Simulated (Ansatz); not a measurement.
# Pd under changes of volume

One of the cells (15.547 Å³/atom); the others are scaled copies at fixed shape and fractional positions:

```xyz
1
Lattice="-1.5723 1.5723 1.5723 1.5723 -1.5723 1.5723 1.5723 1.5723 -1.5723" Properties=species:S:1:pos:R:3 pbc="T T T"
Pd    0.0000    0.0000    0.0000
```

This isn't the form of Pd at room conditions, which is fcc.

```yaml
Program: Ansatz 0.2.0
Functional: PBEsol
Potentials_or_basis: all-electron LAPW, scalar-relativistic
Cutoff: 293 eV (chosen from the basis error)
Basis_error_allowed: 0.0005 eV/atom
k_mesh: 12 × 12 × 12
Occupations: fermi-dirac, width 0.05 eV
Spin: no spin polarisation
```

```csv
volume (Å³/atom),energy over the lowest point (meV/atom),pressure (GPa)
14.614,0.00,0.6
14.925,3.08,-3.5
15.236,13.49,-7.0
15.547,30.29,-10.0
15.858,52.64,-12.7
16.169,79.81,-15.0
16.480,?,?
```

What does the run at 16.480 Å³/atom give?

Energy over the lowest point 111.16 meV/atom; pressure -17.0 GPa.

Worked out: A Birch-Murnaghan fit of order 3 (a polynomial in V^(-2/3)) to the other rows has its minimum at 14.65 Å³/atom with B0 = V·E''(V) = 201 GPa and B' = 5.5. It gives 111.16 meV/atom at 16.480 Å³/atom, against the run's 111.16, and -dE/dV = -17.1 GPa, against -17.0.

Energies are extrapolated to zero smearing.
